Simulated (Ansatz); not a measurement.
# HfO2 (Fm-3m) under biaxial strain in the (111) plane, part 2 of 2

Aim: how do the optical modes of HfO2 (Fm-3m) shift and split under this strain?

Ansatz 0.2.0; DFT LDA, scalar-relativistic, plane waves, PAW; PAW set soft_1.

So far, mean static dielectric tensor (ions relaxed, fixed cell): step 5 (modes at rest) 34.8; step 7 (strain 4 %) 50.1.

## Step 9: Zone-centre modes of the member: biaxial strain of -4 % in the (111) plane

The zone-centre modes follow for biaxial strain of -4 % in the (111) plane, with the response to a field.

Input file input.yaml:

```yaml
crystal:
  lattice:
    - [0.1549802279, 2.5558118277, 2.5558118277]
    - [2.5558118277, 0.1549802279, 2.5558118277]
    - [2.5558118277, 2.5558118277, 0.1549802279]
  atoms:
    - { symbol: O, position: [0.2458004664, 0.2458004664, 0.2458004664] }
    - { symbol: O, position: [0.7541995336, 0.7541995336, 0.7541995336] }
    - { symbol: Hf, position: [0.0, 0.0, 0.0] }
kpoints:
  mp_grid: { grid: [8, 8, 8] }
hamiltonian:
  xc: lda
  pseudopotentials: { kind: paw, azcp: { folder: soft_1 }, xc_functional: pbe }
scf:
  occupations: { method: fixed }
output:
  eigenvalues: true
phonons:
  method: dfpt
  dielectric: true
  rigid_motions: translations
```

Command:

```
$ ansatz run input.yaml --threads 8 --pin off --max-ram 20480MiB --backend cpu --events-out ev --progress --plain --runs-dir out
```

Elapsed: 28 s, on 8 threads of Arm Neoverse N1, shared host; peak memory 0.79 GiB; 3.2 min of CPU time.

Numbers from this step:

```yaml
sum_rule_residual_before_enforcement: 1.82e-4 eV/Å²
miss_of_the_charge_sum_rule: 6.86e-4 e
estimated_error_of_the_dielectric_tensor: 0.01339
estimated_error_of_the_born_charges: 0.02695 e
highest_optical_mode_at_the_zone_centre_no_lo_to_term: 630.8 cm⁻¹
lowest_optical_zone_centre_mode: 217.7 cm⁻¹
mean_high_frequency_dielectric_constant: 5.426
largest_born_charge_third_of_the_trace: 5.599 e
mean_static_dielectric_constant: 31.24
top_of_the_zone_centre_spectrum_with_the_field: 653.5 cm⁻¹
```

Without the LO-TO term. Patterns of degenerate modes are one choice out of their space. Modes at Γ, with each element's share of the kinetic energy:

| mode | frequency (cm⁻¹) | symmetry | O % | Hf % |
| --- | --- | --- | --- | --- |
| 1 | 0.0 | acoustic | 15 | 85 |
| 2 | 0.0 | acoustic | 15 | 85 |
| 3 | 0.0 | acoustic | 15 | 85 |
| 4 | 217.7 | A2u | 85 | 15 |
| 5 | 307.8 | Eu | 85 | 15 |
| 6 | 307.8 | Eu | 85 | 15 |
| 7 | 611.6 | A1g | 100 | 0 |
| 8 | 630.8 | Eg | 100 | 0 |
| 9 | 630.8 | Eg | 100 | 0 |

Transverse modes. Lines of the infrared spectrum (strongest = 100):

| position (cm⁻¹) | label | relative intensity |
| --- | --- | --- |
| 218 | A2u | 44 |
| 308 | Eu | 100 |
| 612 | A1g | 0.0 |
| 631 | Eg | 0.0 |

Without the LO-TO term the lowest optical mode is real, 218 cm⁻¹, and the highest lies at 630.8 cm⁻¹.

Between step 5 and this run (strain -4 %) the value for the mean static dielectric tensor (ions relaxed, fixed cell) moves from 34.8 to 31.2 (-10 %).

## Step 10: All members side by side

The members are set side by side, also those not shown above.

Stress is positive in compression; energies are extrapolated to zero smearing, and E0 is that at rest; the axis is the normal of the plane; the edges not held and the atoms are relaxed in each cell. State of the crystal along the series:

| strain (%) | in-plane stress (GPa) | free strain along [111] (%) | E - E0 (meV/atom) | gap on mesh (eV) | ε∞ along the axis | ε∞ across the axis, mean | ε0 along the axis | ε0 across the axis, mean | largest Born charge in size, a third of the trace (e) |
| --- | --- | --- | --- | --- | --- | --- | --- | --- | --- |
| -4 | 14.88 | 5.296 | 37.53 | 3.768 | 5.303 | 5.487 | 41.49 | 26.11 | 5.599 |
| -3 | 10.87 | 3.874 | 20.67 | 3.739 | 5.315 | 5.457 | 39.54 | 27.69 | 5.598 |
| -2 | 7.039 | 2.526 | 8.959 | 3.71 | 5.336 | 5.432 | 37.84 | 29.58 | 5.595 |
| -1 | 3.426 | 1.237 | 2.144 | 3.684 | 5.363 | 5.411 | 36.27 | 31.88 | 5.593 |
| 0 | 0.00143 | 0 | 0 | 3.661 | 5.395 | 5.395 | 34.76 | 34.76 | 5.59 |
| 1 | -3.226 | -1.194 | 2.073 | 3.649 | 5.431 | 5.384 | 33.25 | 38.43 | 5.585 |
| 2 | -6.281 | -2.349 | 8.222 | 3.641 | 5.468 | 5.378 | 31.74 | 43.34 | 5.58 |
| 3 | -9.168 | -3.467 | 18.26 | 3.64 | 5.507 | 5.376 | 30.25 | 50.25 | 5.573 |
| 4 | -11.92 | -4.548 | 31.91 | 3.646 | 5.545 | 5.38 | 28.82 | 60.77 | 5.566 |

Without the LO-TO term; optical modes are counted from below at rest and tracked from member to member by their patterns, and modes that stay within 0.3 cm⁻¹ of each other stand once; labels, where given, are those at rest, then, where named, those of the strained cell; the edges not held and the atoms are relaxed in each cell. Optical modes along the series:

| strain (%) | optical mode 1 T1u to Eu pair part (cm⁻¹) | optical mode 2 T1u to A2u single part (cm⁻¹) | optical mode 3 T2g to Eg pair part (cm⁻¹) | optical mode 4 T2g to A1g single part (cm⁻¹) |
| --- | --- | --- | --- | --- |
| -4 | 307.8 | 217.7 | 630.8 | 611.6 |
| -3 | 293.8 | 225.4 | 622.5 | 608.1 |
| -2 | 279.3 | 232.9 | 613.9 | 604.3 |
| -1 | 264.2 | 240.5 | 605.2 | 600.4 |
| 0 | 248.3 | 248.3 | 596.5 | 596.5 |
| 1 | 231.7 | 256.7 | 587.8 | 592.7 |
| 2 | 214 | 265.7 | 579.3 | 589.1 |
| 3 | 194.8 | 275.1 | 570.8 | 585.9 |
| 4 | 173.5 | 284.8 | 562.3 | 583 |

Value and slope at zero strain of a cubic (a lower polynomial where under five rows exist) through the rows within 2 % of rest. Slopes at rest:

| mode | frequency (cm⁻¹) | shift per percent of strain (cm⁻¹) | shift per GPa of compressive stress (cm⁻¹) |
| --- | --- | --- | --- |
| optical mode 1 T1u to Eu pair part | 248.4 | -16.21 | 4.88 |
| optical mode 2 T1u to A2u single part | 248.4 | 8.08 | -2.43 |
| optical mode 3 T2g to Eg pair part | 596.5 | -8.68 | 2.61 |
| optical mode 4 T2g to A1g single part | 596.5 | -3.9 | 1.17 |

## Step 11: Results

| Item | Value |
| --- | --- |
| members | 9 |
| highest optical mode at the zone centre (no LO-TO term), at rest | 596.5 cm⁻¹ |
| biaxial modulus in the (111) plane | 333 GPa |
| optical mode 1 T1u to Eu pair part, shift per percent | -16.21 cm⁻¹ |
| optical mode 2 T1u to A2u single part, shift per percent | 8.08 cm⁻¹ |
| optical mode 3 T2g to Eg pair part, shift per percent | -8.68 cm⁻¹ |
| optical mode 4 T2g to A1g single part, shift per percent | -3.90 cm⁻¹ |

**Reading.** The stress changes by 3.33 GPa for each percent, a biaxial modulus of 333 GPa in the (111) plane. For each percent the free edge responds with -1.21 %. The strain lowers the symmetry: the level at 596.5 cm⁻¹ splits, into 630.8 and 611.6 cm⁻¹ at -4 %. The fastest shift in the table of slopes is -16.2 cm⁻¹ for each percent (optical mode 1 T1u to Eu pair part), or 4.9 cm⁻¹ for each GPa of compressive stress. For small strain, the measured shift of a line that Raman or infrared light can see, divided by its slope, estimates the stress, if the state of stress is of this kind. For infrared-active modes these slopes hold for the transverse lines; longitudinal ones carry the field and shift otherwise. These are harmonic frequencies at zero temperature: anharmonic shifts, linewidths and thermal expansion are left out. Spin-orbit coupling is left out, which can matter for the heavy elements here. The PAW files were made for PBE; the program adapts parts of them to the functional of the run, but their partial waves stay those of PBE, an approximation that was not tested in this session. Only the zone centre was solved, so an instability at another wavevector cannot show here. The cubic phase of this oxide is a high-temperature one, known to be unstable at zero temperature to an oxygen mode at X.

[Logs are printed without paths, hosts, clocks, repeated set-up lines and the standing remarks that a program may print on its own settings, such as how far it seeks lower states.]

[Hosts, paths, dates, database ids (printed as entryN), source tags and the programs' standing remarks are cut or masked in the printed files.]
